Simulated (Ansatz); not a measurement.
**Property card for AgCl**

Computed with Ansatz, DFT PBE, scalar-relativistic, plane waves, PAW.

Settings: cutoff 420 eV, Γ-centred mesh 10×10×10 on the computed 2-atom cell, Gaussian smearing of 0.02 eV; no spin polarisation.

The structure is relaxed at this level of theory with its symmetry kept, and needn't be the ground state of this composition.

```cif
data_structure
_symmetry_space_group_name_H-M 'I-4m2'
_symmetry_Int_Tables_number 119
_cell_length_a 4.2965
_cell_length_b 4.2965
_cell_length_c 6.0236
_cell_angle_alpha 90.000
_cell_angle_beta 90.000
_cell_angle_gamma 90.000
_cell_volume 111.19
loop_
_atom_site_label
_atom_site_type_symbol
_atom_site_symmetry_multiplicity
_atom_site_Wyckoff_symbol
_atom_site_fract_x
_atom_site_fract_y
_atom_site_fract_z
_atom_site_occupancy
Ag1 Ag 2 d 0.50000 0.00000 0.25000 1
Cl1 Cl 2 a 0.00000 0.00000 0.00000 1
```

| Property | Result |
| --- | --- |
| Space group | I-4m2 (No. 119) |
| Volume per atom | 187.6 bohr³ |
| Formation energy from the elements' standard states (uncorrected) | -0.476 eV/atom |
| Kohn–Sham band gap | 1.29 eV, direct at Γ |
| Orbital (Löwdin) character of the top 1 eV of the valence band | Ag 4d 59 %, Cl 3p 39 % |
| Orbital (Löwdin) character of the lowest 1 eV of the conduction band | Ag 5s 75 %, Cl 3s 12 %, Cl 3p 11 % |
| Electron masses at the edge by direction of the standard setting (m_e; one valley, along these axes only; no spin-orbit coupling) | x: 0.31; y: 0.31; z: 0.31 |
| Hole masses at the edge by direction of the standard setting (m_e; one valley, along these axes only; no spin-orbit coupling) | x: 1.4, 4.8, 0.40; y: 1.4, 4.8, 0.40; z: 0.51, 1.4, 1.4 |
| Bader charge by site (e) | Ag (1 in the cell) 0.55, Cl (1 in the cell) -0.55 |

The cell was found from a structure generator's guess, not taken from experiment. Kohn–Sham gaps at this level usually fall short of measured ones. Löwdin shares on free-atom orbitals overweight diffuse shells in the empty bands.
